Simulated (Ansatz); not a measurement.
Structures of AlFe3: which is lowest?

Plane-wave DFT in Ansatz with scalar-relativistic PAW potentials, cutoff 500 eV, Γ-centred meshes chosen by cell and gap, Gaussian smearing with energies taken to zero width. Every cell was relaxed (cell and atoms) in a run of its own, within the symmetry of its start. Functional: r2SCAN.

Relaxed structures (starts from databases or built by putting these elements on another compound's sites):
A. Pm-3m, 4 atoms in the computed cell, a = 3.642 Å; sites (symmetry × multiplicity) Al m-3m × 1, Fe 4/mm.m × 3; start: built
B. Fm-3m, 4 atoms in the computed cell, a = 5.782 Å; sites (symmetry × multiplicity) Al m-3m × 4, Fe -43m × 8 + m-3m × 4; start: database

Rank them by energy. Could pressure change the order?

```tsv
structure	group	E − E(lowest) (meV/atom)	V (Å³/atom)	gap on mesh (eV)
A	Pm-3m	0.0	12.08	0.00
B	Fm-3m	34	12.08	0.00
```

A is lowest, 34 meV/atom under B. The two lowest differ in volume by under 3 %, too little for a first-order estimate of what pressure does to that pair (other pairs aren't weighed here); with rigid cells even 3 % in favour of the higher one would need about 15 GPa. Other structures may lie lower than all of these, and vibrations aren't counted.

The state reached may not be the lowest one. Only parallel moments were tried here. Magnetic cells started from one order each; another order can shift an energy by tens of meV per atom.